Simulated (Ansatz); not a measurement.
A relaxed cell of KF is given with its symmetry left out. The cell was found from a structure generator's guess, not taken from experiment.

The calculation used DFT PBE, scalar-relativistic, plane waves, PAW (Ansatz 0.2.0). Cutoff 420 eV, Γ-centred mesh, Gaussian smearing, no spin polarisation.

```xyz
4
Lattice="3.6619 0.0000 0.0000 0.0000 3.6649 0.0000 -0.2751 -0.1085 12.6136" Properties=species:S:1:pos:R:3 pbc="T T T"
K    -0.1240    1.7450    9.4870
K     3.5108    1.8114    3.1266
F     1.7069    3.5775    9.4890
F     1.6799   -0.0211    3.1246
```

The zero of energy is the elements' standard structures at the same level (F₂ as a molecule); no fitted shifts are applied.

(1) What space group does it have?

(2) How far does it lie from the elements in energy?

(3) Is it a metal?

## Answers

(1) P-1 (No. 2). Conventional cell: a = 3.662 Å, b = 3.665 Å, c = 12.617 Å, α = 90.5°, β = 91.2°, γ = 90.0°. K is surrounded by 4 F at 2.59 Å; around F lie 4 K at 2.59 Å.

(2) −2.558 eV/atom.

(3) No, the gap on the 6×6×2 mesh is 4.40 eV.

The last run used a 6×6×2 mesh (in the run's order of axes) for its 4-atom cell and Gaussian smearing of 0.02 eV. Weakly bound directions are ill-defined at this level, which has no dispersion term. Kohn–Sham gaps at this level usually fall short of measured ones. This cell was reached by moving the atoms of another relaxed cell at random and relaxing again, last within the group found; it had no such test of its own. Another cell of KF relaxed alike, in Fm-3m, lies 155 meV/atom lower, so this cell isn't the stable form at this level.
